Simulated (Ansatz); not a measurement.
# WC: W vacancy

Aim: make a W vacancy in a supercell of 16 atoms of WC, relax it, and find its formation energy, moment and surroundings.

Program: Ansatz 0.2.0. Level of theory: DFT PBE, scalar-relativistic, plane waves, PAW. These are calculated values, not measurements.

1 further run of the same task is left out (set aside as unsound or not needed).

### 1 Starting point

The structure is hexagonal, space group P-6m2 (No. 187). The conventional cell has a = 2.922 Å, b = 2.922 Å, c = 2.847 Å, α = 90.00°, β = 90.00°, γ = 120.00°. W (site symmetry -6m2) is surrounded by 6 C at 2.21 Å. C (site symmetry -6m2) is surrounded by 6 W at 2.21 Å.

As a file:

```cif
data_structure
_symmetry_space_group_name_H-M 'P 1'
_symmetry_Int_Tables_number 1
_cell_length_a 2.9217
_cell_length_b 2.9217
_cell_length_c 2.8471
_cell_angle_alpha 90.000
_cell_angle_beta 90.000
_cell_angle_gamma 120.000
_cell_volume 21.05
loop_
_atom_site_label
_atom_site_type_symbol
_atom_site_fract_x
_atom_site_fract_y
_atom_site_fract_z
_atom_site_occupancy
W1 W 0.00000 0.00000 0.00000 1
C1 C 0.66667 0.33333 0.50000 1
```

It goes back to an entry of the Materials Project.

It is the result of an earlier relaxation at this level (volume 10.52 Å³/atom; gap on the mesh: none (metal)).

### 2 The perfect supercell

Input file input.yaml:

```yaml
crystal:
  lattice:
    - [0.0, 0.0, 5.6942504921]
    - [2.9217348262, -5.0605931653, 0.0]
    - [2.9217348263, 5.0605931652, 0.0]
  atoms:
    - { symbol: W, position: [0.0, 0.0, 0.0] }
    - { symbol: W, position: [0.5, 0.0, 0.0] }
    - { symbol: W, position: [0.0, 0.5, 0.0] }
    - { symbol: W, position: [0.5, 0.5, 0.0] }
    - { symbol: W, position: [0.0, 0.0, 0.5] }
    - { symbol: W, position: [0.5, 0.0, 0.5] }
    - { symbol: W, position: [0.0, 0.5, 0.5] }
    - { symbol: W, position: [0.5, 0.5, 0.5] }
    - { symbol: C, position: [0.25, 0.6666666667, 0.3333333333] }
    - { symbol: C, position: [0.75, 0.6666666667, 0.3333333333] }
    - { symbol: C, position: [0.25, 0.1666666667, 0.3333333333] }
    - { symbol: C, position: [0.75, 0.1666666667, 0.3333333333] }
    - { symbol: C, position: [0.25, 0.6666666667, 0.8333333333] }
    - { symbol: C, position: [0.75, 0.6666666667, 0.8333333333] }
    - { symbol: C, position: [0.25, 0.1666666667, 0.8333333333] }
    - { symbol: C, position: [0.75, 0.1666666667, 0.8333333333] }
basis:
  ecutwfc: 420
  xc_grid: 2
kpoints:
  mp_grid: { grid: [7, 8, 8], shift: [0.0, 0.0, 0.0] }
hamiltonian:
  xc: pbe
scf:
  occupations: { method: gaussian, width: 0.1 }
output:
  forces: true
  stress: true
  eigenvalues: true
```

On the command line:

```
$ ansatz run input.yaml --threads 4 --pin off --max-ram 10240MiB --backend cpu --events-out ev --progress --plain --runs-dir out
```

Log, cut to the lines that bear on the results:

```text
Warning: RAYON_NUM_THREADS=4 ignored (pool sized by the plan → 4); use --threads N
[...]
Pseudopotentials: kind: paw
Pseudopotential: W, paw, valence charge 14, recommended cutoff 420 eV (normal), W.paw.azcp
Pseudopotential: C, paw, valence charge 4, recommended cutoff 420 eV (normal), C.paw.azcp
Functional definition: PBE
[...]
Crystal: 16 atoms, lattice volume = 168.387 Å³
Basis set: ecut = 420 eV, 3319 PW (Γ), exchange–correlation on 80×80×80 points (8 copies of the dense FFT grid, shifted against one another)
Bands: 88, of which v1, the nominal top of the filled ones, is band 72 counted from 1 (71 counted from 0)
Symmetry: 96 space group operations
Space group: P-6m2 (ITA 187), of the structure as read, at distance tolerance 5.5e-5 Å
k-points: 40 of 448 (time reversal used)
[...]
SCF iter   1: F=—  HF=-85088.455785 eV  |F-HF|=—  |Δ(HF+E_count)|=         —  Δρ=7.14e-3  dr2=2.06e-2  ethr=1.77e-3  ⟨swp⟩=5.6  Hψ=13348  notcnv=0  defer=54
[...]
SCF iter   6: F=-85088.480021 eV  HF=-85088.480021 eV  |F-HF|=3.97e-9  |Δ(HF+E_count)|=   9.37e-9  Δρ=3.90e-6  dr2=2.28e-8  ethr=6.94e-11  ⟨swp⟩=9.6  Hψ=13941  notcnv=0
[...]
SCF converged after 6 iterations
Free energy (F): -85088.480021 eV
[...]
E sigma→0 (E₀):  -85088.472950 eV
Entropy (-TS):   -0.014142 eV (-0.884 meV/atom)
Fermi energy:    20.216265 eV
[...]
--- Forces (eV/Å), atoms counted from 1 ---
  atom   1  W     -0.00000000    -0.00000000     0.00000000
  atom   2  W     -0.00000000    -0.00000000     0.00000000
  atom   3  W     -0.00000000    -0.00000000     0.00000000
  atom   4  W     -0.00000000    -0.00000000     0.00000000
  atom   5  W     -0.00000000    -0.00000000     0.00000000
  atom   6  W     -0.00000000    -0.00000000     0.00000000
  atom   7  W     -0.00000000    -0.00000000     0.00000000
  atom   8  W     -0.00000000    -0.00000000     0.00000000
[...]
--- Stress (GPa, compression-positive) ---
        0.018567       0.000000       0.000000
        0.000000       0.018567      -0.000000
       -0.000000       0.000000      -0.082200
  P = ⅓ Tr σ = -0.0150 GPa (-0.150 kbar)
--- Band table (eV; the first three rows and the last of 40) ---
[...]
```

Run time: 10 s. Hardware: 4 threads of Intel Xeon at 2.70GHz, shared host; peak memory 0.89 GiB.

The supercell's rows, in vectors of the relaxed cell: 0 0 2; 0 -2 0; 2 2 0.

### 3 Setting up the defect

The atom at (0.000, 0.000, 0.000) of the supercell is taken out. The other atoms start on their ideal sites. Its neighbours are 6 C at 2.21 Å.

### 4 Relaxation at the host's cell

Changes to input.yaml since step 2:

```diff
@@ -6,3 +6,2 @@
   atoms:
-    - { symbol: W, position: [0.0, 0.0, 0.0] }
     - { symbol: W, position: [0.5, 0.0, 0.0] }
@@ -33,3 +32,7 @@
   forces: true
-  stress: true
+  stress: false
   eigenvalues: true
+relax:
+  adjacent_minimum: "off"
+  f_tol: 0.025
+  max_steps: 45
```

On the command line:

```
$ ansatz run input.yaml --threads 4 --pin off --max-ram 10240MiB --backend cpu --events-out ev --progress --plain --runs-dir out
```

Log, cut to the lines that bear on the results:

```text
Warning: RAYON_NUM_THREADS=4 ignored (pool sized by the plan → 4); use --threads N
[...]
Pseudopotentials: kind: paw
Pseudopotential: W, paw, valence charge 14, recommended cutoff 420 eV (normal), W.paw.azcp
Pseudopotential: C, paw, valence charge 4, recommended cutoff 420 eV (normal), C.paw.azcp
Functional definition: PBE
[...]
Crystal: 15 atoms, lattice volume = 168.387 Å³
Basis set: ecut = 420 eV, 3319 PW (Γ), exchange–correlation on 80×80×80 points (8 copies of the dense FFT grid, shifted against one another)
Bands: 80, of which v1, the nominal top of the filled ones, is band 65 counted from 1 (64 counted from 0)
Symmetry: 12 space group operations
Space group: P-6m2 (ITA 187), of the structure as read, at distance tolerance 5.5e-5 Å
k-points: 40 of 448 (time reversal used)
[...]
SCF iter   1: F=—  HF=-74697.051550 eV  |F-HF|=—  |Δ(HF+E_count)|=         —  Δρ=1.37e-2  dr2=5.61e-1  ethr=1.77e-3  ⟨swp⟩=6.0  Hψ=12206  notcnv=0  defer=27
[...]
relax step   1: F+E_penalty+E_count = -74696.98685637 eV  Δ(F+E_penalty+E_count) = +0.000e0 eV  max|allowed force component| = 1.217e0 eV/Å  Δτ_max = 0.0000 Å  (8 SCF iters, dr2 threshold 1.56e-5 eV, accepted)
[...]
relax step   3: F+E_penalty+E_count = -74697.57872407 eV  Δ(F+E_penalty+E_count) = -3.024e-1 eV  max|allowed force component| = 1.979e-1 eV/Å  Δτ_max = 0.0547 Å  (6 SCF iters, dr2 threshold 1.00e-4 eV, accepted)
[...]
relax step   4: F+E_penalty+E_count = -74697.58227052 eV  Δ(F+E_penalty+E_count) = -3.546e-3 eV  max|allowed force component| = 5.622e-2 eV/Å  Δτ_max = 0.0067 Å  (6 SCF iters, dr2 threshold 2.45e-6 eV, accepted)
[...]
SCF iter   5: F=-74697.582502 eV  HF=-74697.582502 eV  |F-HF|=4.41e-8  |Δ(HF+E_count)|=   1.10e-7  Δρ=6.07e-6  dr2=9.79e-8  ethr=7.69e-11  ⟨swp⟩=9.2  Hψ=14121  notcnv=0
```

### 5 More of the same log: W vacancy (site a), charge +0, atoms relaxed at the host's cell

The log, continued, cut to the lines that bear on the results:

```text
[...]
relax step   5: F+E_penalty+E_count = -74697.58250222 eV  Δ(F+E_penalty+E_count) = -2.317e-4 eV  max|allowed force component| = 5.979e-3 eV/Å  Δτ_max = 0.0015 Å  (5 SCF iters, accepted)
SCF converged after 5 iterations
Free energy (F): -74697.582502 eV
[...]
E sigma→0 (E₀):  -74697.570626 eV
Entropy (-TS):   -0.023752 eV (-1.583 meV/atom)
Fermi energy:    17.767161 eV
[...]
--- Forces (eV/Å), atoms counted from 1 ---
  atom   1  W     -0.00000000     0.00000000     0.00000000
  atom   2  W      0.00517813     0.00298960    -0.00000000
  atom   3  W     -0.00056037    -0.00032353     0.00000000
  atom   4  W     -0.00517813     0.00298960     0.00000000
  atom   5  W      0.00056037    -0.00032353     0.00000000
  atom   6  W     -0.00000000    -0.00597919     0.00000000
  atom   7  W      0.00000000     0.00064706     0.00000000
[...]
    - { symbol: W, position: [0.5000000000000001, -0.0011262231224296315, 0.4994368884387852] }
    - { symbol: W, position: [-3.8072659379140604e-19, 0.4946443784724192, 0.5053556215275808] }
    - { symbol: W, position: [0.5000000000000001, 0.5005631115612148, 0.4994368884387852] }
    - { symbol: C, position: [0.23566640699074876, 0.6666666666666666, 0.3333333333333333] }
    - { symbol: C, position: [0.7643335930092514, 0.6666666666666666, 0.3333333333333333] }
    - { symbol: C, position: [0.2603271603435073, 0.174166129467726, 0.3483322589354522] }
    - { symbol: C, position: [0.7396728396564929, 0.174166129467726, 0.3483322589354522] }
    - { symbol: C, position: [0.2603271603435073, 0.651667741064548, 0.8258338705322741] }
    - { symbol: C, position: [0.7396728396564929, 0.651667741064548, 0.8258338705322741] }
    - { symbol: C, position: [0.2603271603435073, 0.17416612946772597, 0.8258338705322739] }
    - { symbol: C, position: [0.7396728396564929, 0.17416612946772597, 0.8258338705322739] }
```

Run time: 66 s. Hardware: 4 threads of Intel Xeon at 2.70GHz, shared host; peak memory 0.84 GiB.

Relaxation path:

| step | energy from step 1 (eV/cell) | largest force component (eV/Å) |
| --- | --- | --- |
| 1 | 0.0000 | 1.2166 |
| 2 | -0.2894 | 1.8231 |
| 3 | -0.5919 | 0.1979 |
| 4 | -0.5954 | 0.0562 |
| 5 | -0.5956 | 0.0060 |

Step 1 is the start.

The largest move, 0.10 Å, is shared by several atoms, C10 among them.

### 6 Formation energy and levels

| charge | E(defect cell) - E(host) (eV) | formation energy (eV) | moment over the host's (μB) | largest move (Å) | neighbours |
| --- | --- | --- | --- | --- | --- |
| 0 | 10390.902 | 6.08 | 0.00 | 0.10 | 6 C at 2.30 Å, 1 W at 2.85 Å, 3 W at 2.92 Å |

Atoms are taken from and returned to the elements' standard states: W -10384.825 eV an atom at this level.

### 7 Results

```
                                                  quantity                                        value
                                 formation energy, neutral                                      6.08 eV
nearest atoms after relaxation, one image of each, neutral  6 C at 2.30 Å, 1 W at 2.85 Å, 3 W at 2.92 Å
```

What this shows: The neutral defect costs 6.08 eV against the elements. That is the W-rich limit, where a vacancy costs most; where W is scarce it costs less. Spin polarisation was off in the neutral run, so a moment could not show there. A cell of 16 sites leaves finite-size errors of tenths of an eV, or more where the defect fills or empties host bands. A distortion of lower symmetry was not tried. Spin-orbit coupling is left out for W.
